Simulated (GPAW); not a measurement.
Crystal: GaAs.

```
As Ga
1.0
     3.99777    0.00000    0.00000
     1.99888    3.46217    0.00000
     1.99888    1.15406    3.26417
As Ga
1 1
Direct
  0.75000 0.75000 0.75000
  0.00000 0.00000 0.00000
```

The cell isn't the ideal one: the cell as VASP's run set it.

Base run:

- Program: GPAW 26.7.0
- Functional: PBE
- Potentials or basis: GPAW PAW data sets (gpaw-data 1.2.1)
- Cutoff: 600 eV
- Basis: pw
- k mesh: 8 × 8 × 8
- Occupations: gaussian, width 0.05 eV
- Spin: no spin polarisation

Its results: band gap on the k mesh 0.59 eV, direct; pressure 4.3 GPa.

Task: The run is repeated on the same cell with these changes: potentials or basis from GPAW PAW data sets (gpaw-data 1.2.1) to JTH PAW 2.0, PBE; occupations from gaussian, width 0.05 eV to fermi-dirac, width 0.05 eV; valence electrons from 8 to 28. What comes out?

Result: Band gap on the k mesh 0.51 eV, direct; pressure 3.3 GPa.

Caveats: the program truncates these outside data sets (some runs).

Not every run made on this cell is shown here.
